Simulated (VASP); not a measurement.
## AlN: relaxation of cell and atoms with PBE

Crystal: AlN.

```
CELL_PARAMETERS angstrom
3.11300 0.00000 0.00000
-1.55650 2.69594 0.00000
0.00000 0.00000 4.98100
ATOMIC_POSITIONS crystal
Al 0.33333 0.66667 0.00000
Al 0.66667 0.33333 0.50000
N 0.33333 0.66667 0.38000
N 0.66667 0.33333 0.88000
```

```json
{
 "Program": "VASP 6.6.1",
 "Task": "relaxation of cell and atoms",
 "Functional": "PBE",
 "Potentials or basis": "VASP PAW PBE potentials, release 64 (Al, N)",
 "Cutoff": "600 eV",
 "k mesh": "8 × 8 × 4",
 "Occupations": "gaussian, width 0.05 eV",
 "Spin": "no spin polarisation",
 "Dipole correction": "no",
 "Further INCAR settings": "ALGO = Normal; EDIFF = 1e-07; IBRION = 2; EDIFFG = -0.03; NSW = 80; ISIF = 3"
}
```

```json
{
  "Relaxed volume": "10.62 Å³/atom",
  "Relaxed cell": "a = 3.127 Å, b = 3.127 Å, c = 5.018 Å, α = 90.00°, β = 90.00°, γ = 120.00°",
  "Space group after relaxing (to 0.05 Å)": "P6_3mc (No. 186)",
  "Energy gained by relaxing": "2.1 meV/atom",
  "Ionic steps": "3",
  "Pressure after relaxing": "0.0 GPa",
  "Largest force after relaxing": "0.003 eV/Å",
  "Band gap on the k mesh": "4.06 eV, direct"
}
```

Forces in eV/Å, atoms in the order of the input:
```
Al   0.000  0.000 -0.003
Al   0.000  0.000 -0.003
N    0.000  0.000  0.003
N    0.000  0.000  0.003
```

Stress tensor (GPa, compression positive):
```
 0.06  0.00  0.00
 0.00  0.06  0.00
 0.00  0.00 -0.11
```

The path:
| step | energy change (eV) | largest force (eV/Å) | pressure (GPa) | volume (Å³) |
| --- | --- | --- | --- | --- |
| 1 | 0.0000 | 0.1290 | 3.33 | 41.80 |
| 2 | -0.0018 | 0.0912 | -2.78 | 43.13 |
| 3 | -0.0083 | 0.0034 | 0.00 | 42.50 |

Final structure:
```cif
data_structure
_symmetry_space_group_name_H-M 'P 1'
_symmetry_Int_Tables_number 1
_cell_length_a 3.1273
_cell_length_b 3.1273
_cell_length_c 5.0176
_cell_angle_alpha 90.000
_cell_angle_beta 90.000
_cell_angle_gamma 120.000
_cell_volume 42.50
loop_
_atom_site_label
_atom_site_type_symbol
_atom_site_fract_x
_atom_site_fract_y
_atom_site_fract_z
_atom_site_occupancy
Al1 Al 0.33333 0.66667 0.99933 1
Al2 Al 0.66667 0.33333 0.49933 1
N1 N 0.33333 0.66667 0.38066 1
N2 N 0.66667 0.33333 0.88066 1
```

Levels at points of the mesh, in eV from the valence-band top:
```tsv
k point	band 4	band 5	band 6	band 7	band 8	band 9	band 10	band 11	band 12
(0.00, 0.00, 0.00)	-0.84	-0.84	-0.19	-0.19	0.00	4.06	6.54	10.47	11.05
(0.50, 0.00, 0.00)	-4.12	-3.29	-2.05	-1.74	-0.68	5.76	5.77	8.05	10.16
(0.00, 0.00, 0.50)	-3.30	-0.52	-0.52	-0.52	-0.52	6.33	6.33	10.18	10.18
(0.50, 0.00, 0.50)	-5.52	-1.43	-1.43	-1.34	-1.34	5.25	5.25	9.16	9.16
```

Wall time 35 s on 1 thread of Intel(R) Xeon(R) Platinum 8488C (Sapphire Rapids), with other jobs on the host, peak memory 0.17 GiB.

A hybrid or GW would open this gap; PBE tends to underestimate it. Zero-point motion and thermal expansion aren't in these numbers.
